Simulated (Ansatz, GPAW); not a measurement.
Given: the input of a run of GPAW 26.7.0 (ASE script) on HfB2. 

The input run.py:

```python
from ase.calculators.mixing import SumCalculator
from ase.dft.bandgap import bandgap
from ase.io import read, write
from ase.units import GPa
from dftd4.ase import DFTD4
from gpaw import GPAW, PW, setup_paths

setup_paths.insert(0, '.')

atoms = read('POSCAR')

calc = GPAW(mode=PW(800),
            xc='PBEsol',
            kpts={'size': (10, 10, 8), 'gamma': True},
            occupations={'name': 'fermi-dirac', 'width': 0.1},
            nbands=20,
            convergence={'density': 1e-05, 'energy': 1e-05},
            maxiter=150,
            txt='gpaw.txt')
atoms.calc = SumCalculator([calc, DFTD4(method='pbesol')])
energy = atoms.get_potential_energy()
forces = atoms.get_forces()
stress = atoms.get_stress()
calc.write('gs.gpw')
write('result.traj', atoms)
print(f'Energy: {energy:.6f} eV')
print('Forces (eV/A):')
print(forces.round(4))
print('Stress (GPa):', (stress / GPa).round(3))
print('Fermi level:', round(calc.get_fermi_level(), 4), 'eV')
print(f'Gap: {bandgap(calc)[0]:.4f} eV, direct: {bandgap(calc, direct=True)[0]:.4f} eV')
```

Contents of POSCAR:

```
HfB2
1.0
    3.1400000000      0.0000000000      0.0000000000
   -1.5700000000      2.7193197679      0.0000000000
    0.0000000000      0.0000000000      3.4800000000
Hf B
1 2
Direct
    0.0000000000      0.0000000000      0.0000000000
    0.6666666667      0.3333333333      0.5000000000
    0.3333333333      0.6666666667      0.5000000000
```

Potentials or basis: PAW data sets generated in the run's folder for this functional, pw.

Run with:

```sh
$ gpaw-setup -f PBEsol B Hf
$ OMP_NUM_THREADS=1 python run.py
```

Problem. Translate it to Ansatz 0.2.0. Potentials or basis there: Ansatz PAW, cutoff 420 eV.

Solution. As run (cutoffs and basis follow the program's own potentials, and thresholds, step limits or extra output files can differ):

input.yaml

```yaml
crystal:
  lattice:
    - [3.14, 0.0, 0.0]
    - [-1.57, 2.7193197679, 0.0]
    - [0.0, 0.0, 3.48]
  atoms:
    - { symbol: Hf, position: [0.0, 0.0, 0.0] }
    - { symbol: B, position: [0.6666666667, 0.3333333333, 0.5] }
    - { symbol: B, position: [0.3333333333, 0.6666666667, 0.5] }
hamiltonian:
  xc: pbesol
  pseudopotentials: { kind: paw }
  dispersion: d4
kpoints:
  mp_grid: { grid: [10, 10, 8] }
scf:
  occupations: { method: fermi_dirac, width: 0.1 }
output:
  forces: true
  stress: true
  eigenvalues: true
```

Potentials or basis: Ansatz PAW.

Launch:

```console
$ ansatz run input.yaml --threads 2 --pin off --max-ram 5632MiB --backend cpu --events-out ev --progress --plain --runs-dir out
```

Both were run:

|  | GPAW | Ansatz |
| --- | --- | --- |
| Pressure | -6.7 GPa | -7.6 GPa |

Ansatz's pressure holds a Pulay term of +0.18 GPa for its cutoff of 420 eV, which the other run lacks.

The potentials hold 18 and 32 valence electrons a cell.

Ansatz's potentials were made for PBE.

Where Ansatz's input types no cutoff or centring, it takes its own default and a Γ-centred mesh.

Pressure is positive in compression.
